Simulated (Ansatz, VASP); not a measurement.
**AgCl: VASP beside Ansatz**

INCAR

```
PREC = Accurate ; ENCUT = 520
EDIFF = 1E-7 ; ISMEAR = -1
SIGMA = 0.02 ; LREAL = False
LASPH = True ; NELM = 60
ALGO = Normal ; ISIF = 2
LWAVE = False ; LCHARG = False
GGA = PE ; NBANDS = 16
```

Contents of KPOINTS:

```
Automatic mesh
0
Gamma
  8 8 8
```

File POSCAR:

```
AgCl
1.0
    0.0000000000      2.7823631906      2.7823631906
    2.7823631906      0.0000000000      2.7823631906
    2.7823631906      2.7823631906      0.0000000000
Ag Cl
1 1
Direct
    0.5000000000      0.5000000000      0.5000000000
    0.0000000000      0.0000000000      0.0000000000
```

Input for Ansatz:

```yaml
crystal:
  lattice:
    - [0.0, 2.7823631906, 2.7823631906]
    - [2.7823631906, 0.0, 2.7823631906]
    - [2.7823631906, 2.7823631906, 0.0]
  atoms:
    - { symbol: Ag, position: [0.5, 0.5, 0.5] }
    - { symbol: Cl, position: [0.0, 0.0, 0.0] }
kpoints:
  mp_grid: { grid: [8, 8, 8] }
  band_path:
    path:
      - [0.0, 0.0, 0.0]
      - [0.5, 0.0, 0.5]
      - [0.625, 0.25, 0.625]
      - [0.375, 0.375, 0.75]
      - [0.0, 0.0, 0.0]
      - [0.5, 0.5, 0.5]
      - [0.5, 0.25, 0.75]
      - [0.5, 0.0, 0.5]
    npoints: 5
scf:
  occupations: { method: fermi_dirac, width: 0.02 }
hamiltonian:
  xc: pbe
  pseudopotentials: { kind: all_electron, lapw: { basis_error: 0.0005 } }
output:
  forces: true
  stress: true
  eigenvalues: true
```

Change from the starting cell: volume scaled by 1.01.

Alike in both runs: task single point; functional PBE; k mesh 8 × 8 × 8; occupations fermi-dirac, width 0.02 eV; no spin polarisation.

|  | VASP | Ansatz |
| --- | --- | --- |
| version | VASP 6.6.1 | Ansatz 0.2.0 |
| potentials or method | VASP PAW PBE potentials, release 64 (Ag, Cl) | all-electron LAPW, scalar-relativistic |
| plane-wave cutoff (eV) | 520 | see its input |

```csv
,VASP,Ansatz,Ansatz less VASP
gap on the k mesh at the Fermi level (eV),0.91,0.92,+0.004
pressure (GPa),1.0,1.1,+0.14
```

Ansatz ran all-electron here, so the differences hold the error of VASP's frozen core and of both bases.

A k mesh can miss the band edges.
